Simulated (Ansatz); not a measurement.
**Formation energy of rocksalt-structured TaAs**

Level of theory: DFT, PBEsol, scalar-relativistic, no spin polarisation; plane waves to 420 eV with PAW datasets (Ansatz 0.2.0), 10×10×10 k-mesh, Gaussian smearing of 0.05 eV; PAW files: Ansatz's generated set soft_2.

The cell came from substitution into a structure type; whether the compound takes it is for experiment to say.

The structure is cubic, space group Fm-3m (No. 225). The conventional cell has a = 5.203 Å, b = 5.203 Å, c = 5.203 Å, α = 90.00°, β = 90.00°, γ = 90.00°. Ta (site symmetry m-3m) is surrounded by 6 As at 2.60 Å. As (site symmetry m-3m) is surrounded by 6 Ta at 2.60 Å. (Neighbours are counted to 15 % beyond the shortest distance.)

The elements were computed in their standard states with the same datasets, cutoff and functional. Absolute energies hang on the potentials; compare differences alone.

Energy of the relaxed cell (2 atoms, smearing extrapolated to zero): -14619.575 eV. Elements, in eV/atom: Ta -9806.500, As -4813.023.

Task: What is the formation energy?

Result: [-14619.575 − (1 × -9806.500 + 1 × -4813.023)] / 2 = -0.03 eV/atom, or -3 kJ per mole of atoms.

The value is for 0 K, without zero-point energy. A negative value shows stability against the elements alone, not against other compounds or structures.

These numbers lack spin–orbit coupling.
